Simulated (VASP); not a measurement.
# Sn under changes of volume

One of the cells (26.324 Å³/atom); the others are scaled copies at fixed shape and fractional positions:

```xyz
1
Lattice="-2.0110 2.0110 1.6273 2.0110 -2.0110 1.6273 2.0110 2.0110 -1.6273" Properties=species:S:1:pos:R:3 pbc="T T T"
Sn    0.0000    0.0000    0.0000
```

This isn't the form of Sn at room conditions, which is tetragonal (white tin).

- Program: VASP 6.6.1
- Functional: PBEsol
- Potentials or basis: VASP PAW PBE potentials, release 64 (Sn_d)
- Cutoff: 520 eV
- k mesh: 8 × 8 × 8
- Occupations: fermi-dirac, width 0.05 eV
- Spin: no spin polarisation

```csv
volume (Å³/atom),energy over the lowest point (meV/atom),pressure (GPa)
25.271,?,?
25.797,2.00,1.2
26.324,0.00,0.0
26.850,1.53,-1.0
27.377,6.30,-2.0
```

Task: What does the run at 25.271 Å³/atom give?

Result: Energy over the lowest point 7.86 meV/atom; pressure 2.4 GPa.

Worked out: A Birch-Murnaghan fit of order 2 (a polynomial in V^(-2/3)) to the other rows has its minimum at 26.35 Å³/atom with B0 = V·E''(V) = 54 GPa at fixed shape and positions, which overstates the stiffness. It gives 7.93 meV/atom at 25.271 Å³/atom, against the run's 7.86, and -dE/dV = 2.4 GPa, against 2.4.

Energies are extrapolated to zero smearing.

Caveats: the PAW data sets were made with another functional, which shifts forces and pressure a little.
